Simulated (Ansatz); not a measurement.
Crystal: CdTe.

```
CELL_PARAMETERS angstrom
0.00000 3.20500 3.20500
3.20500 0.00000 3.20500
3.20500 3.20500 0.00000
ATOMIC_POSITIONS crystal
Te 0.75000 0.75000 0.75000
Cd 0.00000 0.00000 0.00000
```

Base run:

| Item | Value |
| --- | --- |
| Program | Ansatz 0.2.0 |
| Functional | PBE |
| Potentials or basis | Ansatz PAW |
| Cutoff | 420 eV (not typed: the program's choice for these potentials) |
| k mesh | 7 × 7 × 7 |
| Occupations | gaussian, width 0.05 eV |
| Spin | no spin polarisation |

Its results: band gap on the k mesh 0.87 eV, direct; pressure 4.2 GPa.

Task: The run is repeated on the same cell with these changes: functional from PBE to LDA. What comes out?

Result: Band gap on the k mesh 0.61 eV, direct; pressure 0.0 GPa.

LDA binds more tightly than PBE, so the same cell stands under less pressure.

Caveats: odd divisions of the mesh miss points on the zone boundary, where band edges often lie, so the gap on the mesh can be too wide; spin-orbit coupling is left out, which moves the levels of the heavy elements; the PAW data sets come from PBE, with cores solved anew for the run's functional, which leaves a small shift of forces and pressure (some runs).

